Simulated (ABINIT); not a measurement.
Here is an ABINIT 10.8.3 (patched build) calculation.

Contents of run.abi:

```
# Pseudopotentials
pp_dirpath "./"
pseudos "Zr.GGA_PBE-JTH.xml, B.GGA_PBE-JTH.xml"

# Structure
acell 5.9904318151 5.9904318151 6.6764023983
rprim
     1.0000000000     0.0000000000     0.0000000000
    -0.5000000000     0.8660254038     0.0000000000
     0.0000000000     0.0000000000     1.0000000000
ntypat 2
znucl 40 5
natom 3
typat 1 2 2
chkprim 0
chksymtnons 0
tolsym 1.0e-6
xred
            0.0            0.0            0.0
            2/3            1/3            1/2
            1/3            2/3            1/2

# Plane-wave basis
ecut 462.593566 eV
pawecutdg 34.0
pawxcdev 0
pawovlp -1
ecutsm 0.5

# k points
kptopt 1
ngkpt 8 8 6
nshiftk 1
shiftk 0.0 0.0 0.0

# Exchange and correlation
ixc 11

# Bands and occupations
nband 13
occopt 3
tsmear 0.05 eV

# SCF cycle
nstep 80
tolvrs 1.0e-10

# Output
iomode 3
prteig 0
prtebands 0
prtwf 0
prtden 0

# Relaxation
ionmov 2
optcell 2
ntime 50
tolmxf 2.0e-5
dilatmx 1.08
```

Potentials or basis: JTH PAW PBE v2.0.

Run with:

```sh
$ abinit run.abi > log 2>&1
```

Q: What does it give for the space group after relaxing (to 0.05 Å)?

A: P6/mmm (No. 191).

Q: Estimate the band gap on the k mesh.

A: None (metal or under the smearing width).

Q: Predict the relaxed cell.

A: a = 3.172 Å, b = 3.172 Å, c = 3.541 Å, α = 90.00°, β = 90.00°, γ = 120.00°.

Q: Predict the relaxed volume.

A: 10.28 Å³/atom.

The path:
| step | energy change (eV) | largest force (eV/Å) | pressure (GPa) | volume (Å³) |
| --- | --- | --- | --- | --- |
| 1 | 0.0000 | 0.0000 | 0.79 | 30.75 |
| 2 | -0.0003 | 0.0000 | 0.22 | 30.82 |
| 3 | -0.0003 | 0.0000 | -0.03 | 30.85 |
| 4 | -0.0003 | 0.0000 | -0.04 | 30.86 |
| 5 | -0.0003 | 0.0000 | -0.01 | 30.85 |
| 6 | -0.0003 | 0.0000 | 0.00 | 30.85 |

PBE usually gives volumes a little too large and moduli too small. Zero-point motion and thermal expansion aren't in these numbers.
